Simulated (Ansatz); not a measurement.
A plane-wave DFT run in Ansatz 0.2.0 (scalar-relativistic PAW potentials unless the input names others): input and command.

```yaml
crystal:
  lattice:
    - [0.0, -1.7592606502, -1.7592606502]
    - [0.0, 1.7592606502, -1.7592606502]
    - [3.5185213004, 0.0, 0.0]
  atoms:
    - { symbol: Ni, position: [0.4147369095, 0.5852630905, 0.5], spin: 0.75 }
    - { symbol: Ni, position: [0.0852630905, -0.0852630905, 0.0], spin: 0.75 }
kpoints:
  mp_grid: { grid: [24, 24, 18] }
hamiltonian:
  xc: pbe
scf:
  occupations: { method: gaussian, width: 0.15 }
output:
  forces: true
  eigenvalues: true
  stress: true
magnetization:
  spin_polarized: true
accuracy: medium
```

```bash
ansatz run input.yaml --threads 2 --pin off --max-ram 5120MiB --backend cpu --events-out ev --progress --plain --runs-dir out
```

Abridged log:
```
Basis set: ecut = 420 eV, 403 PW (Γ), exchange–correlation on 36×36×48 points (8 copies of the dense FFT grid, shifted against one another)
Bands: 23, of which v1, the nominal top of the filled ones, is band 18 counted from 1 (17 counted from 0)
Symmetry: 8 space group operations
k-points: 1570 of 10368
SCF iter   1: F=—  HF=-11676.491903 eV  |F-HF|=—  |Δ(HF+E_count)|=         —  Δρ=8.35e-2 (↑1.51e-2 ↓8.35e-2) dr2=9.60e-1  dr2_m=3.23e-1  M=1.729 μB ∫|m|=1.809 μB  β_m=0.30  ethr=2.66e-3  ⟨swp⟩=1.0  Hψ=359589  notcnv=0
Mixer restart at iter 1: flushing history
SCF iter   2: F=—  HF=-11676.535184 eV  |F-HF|=—  |Δ(HF+E_count)|=   4.33e-2  Δρ=2.90e-2 (↑2.90e-2 ↓2.31e-2) dr2=9.96e-2  dr2_m=8.07e-2  M=1.595 μB ∫|m|=1.693 μB  β_m=0.33  ethr=2.66e-3  ⟨swp⟩=2.4  Hψ=113884  notcnv=0  defer=1
SCF iter   3: F=—  HF=-11677.323850 eV  |F-HF|=—  |Δ(HF+E_count)|=   7.89e-1  Δρ=1.90e-2 (↑1.90e-2 ↓1.32e-2) dr2=6.57e-2  dr2_m=1.85e-2  M=1.523 μB ∫|m|=1.636 μB  β_m=0.57  ethr=2.77e-4  ⟨swp⟩=2.5  Hψ=135149  notcnv=0  defer=341
SCF iter   4: F=—  HF=-11678.346768 eV  |F-HF|=—  |Δ(HF+E_count)|=    1.02e0  Δρ=2.37e-2 (↑1.03e-2 ↓2.37e-2) dr2=1.43e-1  dr2_m=1.20e-2  M=1.366 μB ∫|m|=1.508 μB  β_m=0.65  ethr=1.83e-4  ⟨swp⟩=2.3  Hψ=124862  notcnv=0  defer=413
SCF iter   5: F=—  HF=-11678.516354 eV  |F-HF|=—  |Δ(HF+E_count)|=   1.70e-1  Δρ=2.67e-3 (↑1.66e-3 ↓2.67e-3) dr2=1.77e-3  dr2_m=2.43e-4  M=1.321 μB ∫|m|=1.467 μB  β_m=0.73  ethr=1.83e-4  ⟨swp⟩=2.0  Hψ=125010  notcnv=0  defer=725
SCF iter   6: F=—  HF=-11678.540903 eV  |F-HF|=—  |Δ(HF+E_count)|=   2.45e-2  Δρ=1.57e-3 (↑4.27e-4 ↓1.57e-3) dr2=4.45e-4  dr2_m=1.22e-4  M=1.295 μB ∫|m|=1.445 μB  β_m=0.86  ethr=4.92e-6  ⟨swp⟩=2.1  Hψ=137048  notcnv=0  defer=725
SCF iter   7: F=—  HF=-11678.542525 eV  |F-HF|=—  |Δ(HF+E_count)|=   1.62e-3  Δρ=7.02e-4 (↑1.21e-4 ↓7.02e-4) dr2=7.07e-5  dr2_m=2.46e-5  M=1.288 μB ∫|m|=1.439 μB  β_m=0.93  ethr=1.24e-6  ⟨swp⟩=2.0  Hψ=102908  notcnv=0  defer=725
SCF iter   8: F=—  HF=-11678.542571 eV  |F-HF|=—  |Δ(HF+E_count)|=   4.58e-5  Δρ=1.75e-4 (↑5.16e-5 ↓1.75e-4) dr2=6.42e-6  dr2_m=8.62e-7  M=1.287 μB ∫|m|=1.438 μB  β_m=0.89  ethr=1.96e-7  ⟨swp⟩=2.1  Hψ=100518  notcnv=0  defer=725
SCF iter   9: F=—  HF=-11678.542571 eV  |F-HF|=—  |Δ(HF+E_count)|=   7.20e-8  Δρ=8.01e-6 (↑7.06e-6 ↓8.01e-6) dr2=1.76e-8  dr2_m=2.49e-9  M=1.286 μB ∫|m|=1.438 μB  β_m=0.94  ethr=1.78e-8  ⟨swp⟩=2.1  Hψ=103094  notcnv=0  defer=725
SCF iter  10: F=-11678.542571 eV  HF=-11678.542571 eV  |F-HF|=1.80e-10  |Δ(HF+E_count)|=   4.71e-9  Δρ=1.62e-6 (↑7.22e-7 ↓1.62e-6) dr2=3.18e-10  dr2_m=1.25e-10  M=1.286 μB ∫|m|=1.438 μB  ethr=4.90e-11  ⟨swp⟩=3.6  Hψ=279528  notcnv=0
SCF 1 converged in 10 iterations: F = -11678.542571 eV  dr2 = 3.18e-10
SCF converged after 10 iterations
Magnetization: 1.2864 μB (18.6432 up, 17.3568 down)
Absolute magnetization: 1.4388 μB (∫|ρ↑−ρ↓|, with the PAW one-centre terms)
Spin contamination: 0.0131 ħ² per cell (⟨S²⟩ above its minimum at these occupations)
Per-site moments (μB) at R_I (Å): [(0.67405917, 0.86908212), (0.67405917, 0.86908212)]
Free energy (F): -11678.542571 eV
Harris-Foulkes:  -11678.542571 eV  (|F-HF|=1.80e-10)
Internal energy: -11678.502020 eV  (E = F + TS)
E sigma→0 (E₀):  -11678.522295 eV
Entropy (-TS):   -0.040551 eV (-20.275 meV/atom)
Fermi energy:    18.218012 eV
--- Forces (eV/Å), atoms counted from 1 ---
  atom   1  Ni     0.00000000    -3.11482068     0.00000000
  atom   2  Ni     0.00000000     3.11482068     0.00000000
--- Stress (GPa, compression-positive) ---
       43.141772       0.000000       0.000000
        0.000000      17.070893       0.000000
        0.000000       0.000000      -0.916256
  P = ⅓ Tr σ = 19.7655 GPa (197.655 kbar)
```

Apart from outputs and empty bands, the input differs from a reference run on usual settings in accuracy: not typed → "medium"; basis.ecutwfc: 420 → not typed. The reference, at the same geometry (not necessarily relaxed), gave pressure 19.77 GPa, largest force 3.115 eV/Å, no gap on the mesh. This run converged in 10 SCF iterations (reference: 10) with an energy at zero smearing within 0.01 meV/atom of the reference's, pressure 19.77 GPa, largest force 3.115 eV/Å, no gap on the mesh.

Time: 77 s on 2 threads of Intel(R) Xeon(R) Processor @ 2.70GHz, with other jobs on the host, peak memory 1.4 GiB.